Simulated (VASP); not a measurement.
VASP ran on this input.

### INCAR
```
SYSTEM = CsPbI3
PREC = Accurate; ENCUT = 300; LREAL = .False.
LASPH = .True.
EDIFF = 1E-6; NELM = 100; ALGO = Normal
LMAXMIX = 4
ISMEAR = 0; SIGMA = 0.01
GGA = PE
ISIF = 2
LWAVE = .False.; LCHARG = .False.
```

### POSCAR
```
CsPbI3
1
    6.1352040000     0.0000000000     0.0000000000
    0.0000000000     6.1352040000     0.0000000000
    0.0000000000     0.0000000000     6.1352040000
Cs Pb I
1 1 3
Direct
  0.5000000000   0.5000000000   0.5000000000
  0.0000000000   0.0000000000   0.0000000000
  0.0000000000   0.0000000000   0.5000000000
  0.5000000000   0.0000000000   0.0000000000
  0.0000000000   0.5000000000   0.0000000000
```

KPOINTS:
```
K-points
0
gamma
  6 6 6
```

POTCAR, in this order: Cs_sv Pb_d I (PBE.64 set). Program: vasp_std.

**Question.** Translate this PBE calculation to Quantum ESPRESSO's pw.x.

**Answer.** One equivalent input (not run):
```
&CONTROL
  calculation = 'scf'
  pseudo_dir = './pseudo'
  outdir = './out'
  tprnfor = .true.
  tstress = .true.
/
&SYSTEM
  ibrav = 0
  nat = 5
  ntyp = 3
  ecutwfc = 70
  occupations = 'smearing'
  smearing = 'gaussian'
  degauss = 0.000735
  input_dft = 'pbe'
/
&ELECTRONS
  conv_thr = 7.3e-08
  electron_maxstep = 100
/
ATOMIC_SPECIES
  Cs 132.905 Cs.upf
  Pb 207.200 Pb.upf
  I 126.904 I.upf
CELL_PARAMETERS angstrom
     6.1352040    0.0000000    0.0000000
     0.0000000    6.1352040    0.0000000
     0.0000000    0.0000000    6.1352040
ATOMIC_POSITIONS crystal
  Cs   0.5000000  0.5000000  0.5000000
  Pb   0.0000000  0.0000000  0.0000000
  I    0.0000000  0.0000000  0.5000000
  I    0.5000000  0.0000000  0.0000000
  I    0.0000000  0.5000000  0.0000000
K_POINTS automatic
  6 6 6 0 0 0
```
The two are equivalent in intent, not identical: the potentials are each code's own (VASP's PAW set, PseudoDojo norm-conserving files in pw.x), so ENCUT and ecutwfc are chosen apart and not converted; conv_thr bounds pw.x's estimated SCF error, while EDIFF bounds the energy change between steps.

The structure comes from a computed database's CsPbI3 entry; how it stands against other phases isn't given here. The cell was not relaxed at this level.
